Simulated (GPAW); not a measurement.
# Magnetic state of Ni3 Cu2 Ni3 001 from several starts, part 2 of 2

A self-consistent run ends on one state, which hangs on the start. Several orders of Ni3 Cu2 Ni3 001 are started in GPAW and their energies compared.

GPAW 26.7.0; PBE; plane waves with GPAW's PAW setups, scalar-relativistic.

So far. Step 2 (Start 1: ferro ++++++): After 52 cycles the largest moment stands at 0.784 μB.

## 3. Order 2, typed as antiferro +++---

Another pattern of signs weighs the neighbour shells otherwise.

order2.py reads:

```python
import json
import numpy as np
from ase import Atoms
from ase.parallel import paropen, parprint
from gpaw import GPAW

atoms = Atoms(['Ni', 'Ni', 'Ni', 'Cu', 'Cu', 'Ni', 'Ni', 'Ni'],
    cell=[[2.556191, 0.0, 0.0],
         [0.0, 2.556191, 0.0],
         [0.0, 0.0, 23.952656]],
    scaled_positions=[[0.0, 0.0, 0.250494],
         [0.5, 0.5, 0.320139],
         [0.0, 0.0, 0.389783],
         [0.5, 0.5, 0.462303],
         [0.0, 0.0, 0.537697],
         [0.5, 0.5, 0.610217],
         [0.0, 0.0, 0.679861],
         [0.5, 0.5, 0.749506]],
    pbc=True,
    magmoms=[0.8, 0.8, 0.8, 0.0, 0.0, -0.8, -0.8, -0.8])
atoms.calc = GPAW(mode={'name': 'pw', 'ecut': 450},
    xc='PBE',
    kpts={'size': (20, 20, 1), 'gamma': True},
    occupations={'name': 'fermi-dirac', 'width': 0.05},
    convergence={'density': 1e-05, 'energy': 1e-05},
    maxiter=200,
    mixer={'name': 'pulay', 'beta': 0.03, 'nmaxold': 8, 'weight': 100},
    symmetry={'tolerance': 1e-4},
    txt='order2.txt')
e = atoms.get_potential_energy(force_consistent=True)
res = {'free_energy': e, 'energy_sigma0': atoms.get_potential_energy(), 'fermi_energy': atoms.calc.get_fermi_level()}
res['moments'] = atoms.get_magnetic_moments().tolist()
res['total'] = atoms.get_magnetic_moment()
parprint('site moments (muB):', np.round(res['moments'], 3))
parprint(f"total moment: {res['total']:.3f} muB")
parprint(f'free energy: {e:.6f} eV')
atoms.calc.write('order2.gpw')
with paropen('results.json', 'w') as f:
    json.dump(res, f)
```

Command:

```bash
$ OMP_NUM_THREADS=1 mpirun -n 4 gpaw python order2.py > order2.log
```

Numbers of over 12 decimals in the logs are rounded to 6 here.

The program printed:

```text
site moments (muB): [ 0.785  0.673  0.496  0.002 -0.002 -0.496 -0.673 -0.785]
total moment: -0.000 muB
free energy: -48.978023 eV

--- order2.txt ---
Input parameters:
  mode=PW(ecut=450),
  convergence={'density': 1e-05, 'energy': 1e-05},
  kpts=MonkhorstPack(size=(20, 20, 1), gamma=True),
  maxiter=200,
  mixer=Pulay(name='pulay', nmaxold=8, beta=0.03, weight=100, sigma=0.015, g_ss=None),
  occupations=Occupations(name='fermi-dirac', width=0.05),
  symmetry=Symmetry(tolerance=0.0001),
  xc=XC(name='PBE')

Diagonalizing LCAO Hamiltonian
Converting LCAO to pw mode
   .-----.
  /|     |
 * |     |
 | |     |
 | |     |
 | |     |
 | |     |
 | |     |
 | | Ni  |
 | |     |
 | |     |
 Ni|     |
 | | Ni  |
 | |     |
 | |     |
 Cu|     |
 | |     |
 | | Cu  |
 | |     |
 | |     |
 Ni|     |
 | | Ni  |
 | |     |
 | |     |
 Ni|     |
 | |     |
 | |     |
 | |     |
 | |     |
 | .-----.
 |/     /
 *-----*

Atoms  # Å, Bohr magnetons
|   | symbol |        x |        y |         z |    initial magnetic moments |
|---|--------|----------|----------|-----------|-----------------------------|
| 0 |     Ni | 0.000000 | 0.000000 |  5.999997 | ( 0.0000,  0.0000,  0.8000) |
| 1 |     Ni | 1.278096 | 1.278096 |  7.668179 | ( 0.0000,  0.0000,  0.8000) |
| 2 |     Ni | 0.000000 | 0.000000 |  9.336338 | ( 0.0000,  0.0000,  0.8000) |
| 3 |     Cu | 1.278096 | 1.278096 | 11.073385 | ( 0.0000,  0.0000,  0.0000) |
| 4 |     Cu | 0.000000 | 0.000000 | 12.879271 | ( 0.0000,  0.0000,  0.0000) |
| 5 |     Ni | 1.278096 | 1.278096 | 14.616318 | ( 0.0000,  0.0000, -0.8000) |
| 6 |     Ni | 0.000000 | 0.000000 | 16.284477 | ( 0.0000,  0.0000, -0.8000) |
| 7 |     Ni | 1.278096 | 1.278096 | 17.952659 | ( 0.0000,  0.0000, -0.8000) |

Unit cell  # Å
| periodic |        x |        y |         z |   lengths |    angles |
|----------|----------|----------|-----------|-----------|-----------|
|      yes | 2.556191 | 0.000000 |  0.000000 |  2.556191 | 90.000000 |
|      yes | 0.000000 | 2.556191 |  0.000000 |  2.556191 | 90.000000 |
|      yes | 0.000000 | 0.000000 | 23.952656 | 23.952656 | 90.000000 |

Number of symmetries: 8

BZ-sampling:
  Number of BZ points: 400
  Number of IBZ points: 66

  Monkhorst-Pack size: [20, 20, 1]
  Monkhorst-Pack shift: [0.025, 0.025, 0.0]

Plane wave coefficients: 3434
Cutoff: 450.000000 eV

Spin-components: 2 (collinear spins)
Bands:           75
Projectors:      48
Spin-degeneracy: 1
Datatype:        complex128

Parallelization:
  kpt:    4
  domain: 1
  band:   1

Density:
  Valence electrons: 118.0
  Components: 2
  Grid points: [ 14  14 120]
  Charge: 0.0  # |e|

Potential:
  Grid points: [ 14  14 120]

[... setups left out ...]
Reference energy: -338250.894366  # eV

eigensolver:
  PPCG
  Converge bands: occupied
  niter=2

density mixing:
  Pulay-Mixer
  Linear mixing parameters: 0.03
  Old densities: 8
  Fourier metric: weight=100, sigma=0.015

occupation numbers:
  Fermi-Dirac:
    width: 0.0500  # eV

poisson solver:
  ecut: 3600.000000  # eV

xc functional:
  name: PBE with 2 nearest neighbor stencil

convergence criteria:
- Maximum integral of absolute [dens]ity change: 1e-05 electrons / valence electron
- Maximum [total energy] change in last 3 cyles: 1e-05 eV / valence electron
- Maximum integral of absolute [eigenst]ate change: 4e-08 eV^2 / valence electron
maximum number of iterations: 200

SCF iterations
|iter     |      energy | eigst |  dens |  magmom |
|---------|-------------|-------|-------|---------|
|iter:   1|       0s |  -72.640274 | +0.60 |       |  +0.0000|
|iter:   2|       7s |  -75.075763 | +0.19 | -0.72 |  +0.0000|
|iter:   3|      14s |  -51.533564 | -0.64 | -0.77 |  -0.0000|
|iter:   4|      21s |  -49.831609 | -1.55 | -1.09 |  -0.0000|
|iter:   5|      28s |  -49.313837 | -1.99 | -1.33 |  +0.0000|
|iter:   6|      35s |  -48.824752 | -0.99 | -1.44 |  -0.0000|
|iter:   7|      41s |  -48.729213 | -2.22 | -1.64 |  +0.0000|
|iter:   8|      48s |  -48.734878 | -2.66 | -1.71 |  -0.0000|
|iter:   9|      55s |  -49.001368 | -1.98 | -1.77 |  +0.0000|
|iter:  10|      62s |  -48.909074 | -2.61 | -1.87 |  -0.0000|
[... 35 iterations left out ...]
|iter:  46|     293s |  -48.939684c| -7.81c| -4.42 |  -0.0000|
|iter:  47|     296s |  -48.939681c| -7.60c| -4.44 |  -0.0000|
|iter:  48|     299s |  -48.939680c| -7.82c| -4.52 |  -0.0000|
|iter:  49|     306s |  -48.939674c| -7.75c| -4.56 |  -0.0000|
|iter:  50|     309s |  -48.939673c| -8.35c| -4.77 |  -0.0000|
|iter:  51|     313s |  -48.939672c| -8.32c| -4.80 |  -0.0000|
|iter:  52|     316s |  -48.939670c| -8.31c| -4.87 |  -0.0000|
|iter:  53|     319s |  -48.939670c| -8.47c| -4.95 |  -0.0000|
|iter:  54|     322s |  -48.939669c| -8.44c| -4.97 |  -0.0000|
|iter:  55|     325s |  -48.939668c| -8.25c| -5.03c|  -0.0000|

Converged in 55 steps
Energy contributions relative to reference atoms: (reference = -338250.894366)

Energy contributions:
  Kinetic:          10.465593
  Coulomb:          -5.598960
  Zero:              0.941718
  External:          0.000000
  Xc:              -54.709664
  Entropy:          -0.076709
  Spinorbit:         0.000000
  ----------------------------
  Free energy:     -48.978023
  Extrapolated:    -48.939668

dipole moment: (-21.213834, -21.213834, 0.000027)  # |e|*Ang

Total magnetic moment: (0.000000, 0.000000, -0.000000)

Local magnetic moments
|        x |        y |         z |
|----------|----------|-----------|
| 0.000000 | 0.000000 |  0.784625 |  # Ni   0
| 0.000000 | 0.000000 |  0.672951 |  # Ni   1
| 0.000000 | 0.000000 |  0.495740 |  # Ni   2
| 0.000000 | 0.000000 |  0.001645 |  # Cu   3
| 0.000000 | 0.000000 | -0.001645 |  # Cu   4
| 0.000000 | 0.000000 | -0.495740 |  # Ni   5
| 0.000000 | 0.000000 | -0.672951 |  # Ni   6
| 0.000000 | 0.000000 | -0.784625 |  # Ni   7

Fermi level: 2.705
Eigenvalues  # (at kpt = [-0.000, -0.000, 0.000])
| band index |      eig [eV] | occ [0-1] |      eig [eV] | occ [0-1] |
|------------|---------------|-----------|---------------|-----------|
|          0 |       -61.421 |     1.000 |       -61.421 |     1.000 |
|        ... |               |           |               |           |
|         53 |         2.045 |     1.000 |         2.045 |     1.000 |
|         54 |         2.124 |     1.000 |         2.124 |     1.000 |
|         55 |         2.124 |     1.000 |         2.124 |     1.000 |
|         56 |         2.133 |     1.000 |         2.133 |     1.000 |
|         57 |         2.169 |     1.000 |         2.169 |     1.000 |
|         58 |         2.208 |     1.000 |         2.208 |     1.000 |
|         59 |         2.208 |     1.000 |         2.208 |     1.000 |
|         60 |         2.535 |     0.968 |         2.535 |     0.968 |
|         61 |         2.877 |     0.031 |         2.877 |     0.031 |
|         62 |         2.884 |     0.027 |         2.884 |     0.027 |
|         63 |         2.975 |     0.005 |         2.975 |     0.005 |
|         64 |         2.975 |     0.005 |         2.975 |     0.005 |
|         65 |         4.306 |     0.000 |         4.306 |     0.000 |
|         66 |         5.123 |     0.000 |         5.123 |     0.000 |
|         67 |         7.376 |     0.000 |         7.376 |     0.000 |
|         68 |         8.122 |     0.000 |         8.122 |     0.000 |
|        ... |               |           |               |           |
|         74 |        16.297 |     0.000 |        16.297 |     0.000 |

No gap
No difference between direct/indirect transitions
```

It took 5.7 min on 4 MPI ranks of Intel Xeon 6975P-C (Granite Rapids), shared host; peak memory 1.5 GiB; 23 min of CPU time.

Spin moment in the augmentation sphere by atom:

```
atom  spin moment in the augmentation sphere (μB)
 Ni1                                        0.785
 Ni2                                        0.673
 Ni3                                        0.496
 Cu4                                        0.002
 Cu5                                       -0.002
 Ni6                                       -0.496
 Ni7                                       -0.673
 Ni8                                       -0.785
```

Read from the output:

```yaml
magnetization: 0 μB
final_state: antiferromagnetic
```

It lies 0.179 meV a seeded atom under the first start, and its largest moment is 0.785 μB against 0.784 μB.

## 4. Ranking

These are free energies at a smearing of 0.05 eV, so its entropy term is in the differences. They are divided by the number of seeded atoms, so that cells of unlike size compare.

Orders:

```csv
start,final state,typed order kept,energy over the lowest (meV a seeded atom),largest site moment (μB),net moment (μB a primitive cell),mesh matched,CPU time (s)
ferro ++++++,ferromagnetic,yes,0.179,0.7843,3.637,yes,1331
antiferro +++---,antiferromagnetic,yes,0,0.7846,0,yes,1361
```

## 5. Summary of results

| Property | Result |
| --- | --- |
| lowest state found | antiferromagnetic (typed antiferro +++---) |
| largest site moment | 0.785 μB |
| next state | ferromagnetic, 0.179 meV a seeded atom higher |

In words: The lowest state found is antiferromagnetic, reached from the start antiferro +++---, with moments up to 0.785 μB. The two lowest states lie so close that the mesh, the functional or spin–orbit coupling could swap them. Only 2 starts are shown; other collinear patterns, canted and longer-period orders are not.

[Logs and program files are shortened in this print: banners, set-up blocks, solver, clock and traceback lines can be left out without a mark of their own.]

[Logs are printed without paths, hosts, clocks, repeated set-up lines and the standing remarks that a program may print on its own settings, such as how far it seeks lower states.]

[Hosts, paths, dates, database ids (printed as entryN), source tags and the programs' standing remarks are cut or masked in the printed files.]

[Where a cell is said to come from a database of computed structures, the database is the Materials Project.]
